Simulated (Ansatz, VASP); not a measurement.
## Sn: VASP beside Ansatz

```
Sn
1.0
    -2.91975    2.91975    1.57620
     2.91975   -2.91975    1.57620
     2.91975    2.91975   -1.57620
Sn
2
Direct
  0.00000 0.00000 0.00000
  0.75000 0.25000 0.50000
```

Alike in both runs: functional PBEsol; k mesh 16 × 16 × 16; occupations gaussian, width 0.1 eV; no spin polarisation.

Ansatz relaxed the structure, and its values are those at the end. VASP's run is a single point on that final structure, the one shown.

|  | VASP | Ansatz |
| --- | --- | --- |
| version | VASP 6.6.1 | Ansatz 0.2.0 |
| potentials or method | VASP PAW PBE potentials, release 64 (Sn_d) | scalar-relativistic, plane waves, PAW |
| plane-wave cutoff (eV) | 520 | 420 |
| valence electrons in the cell | 28 | 28 |

|  | VASP | Ansatz | Ansatz less VASP |
| --- | --- | --- | --- |
| gap on the k mesh at the Fermi level (eV) | none | none | - |
| pressure (GPa) | 0.0 | 0.0 | +0.03 |

A gap of «none» marks a metal or a gap that the smearing closes.

Caveats: the PAW data sets were made with another functional, which shifts forces and pressure a little (VASP).
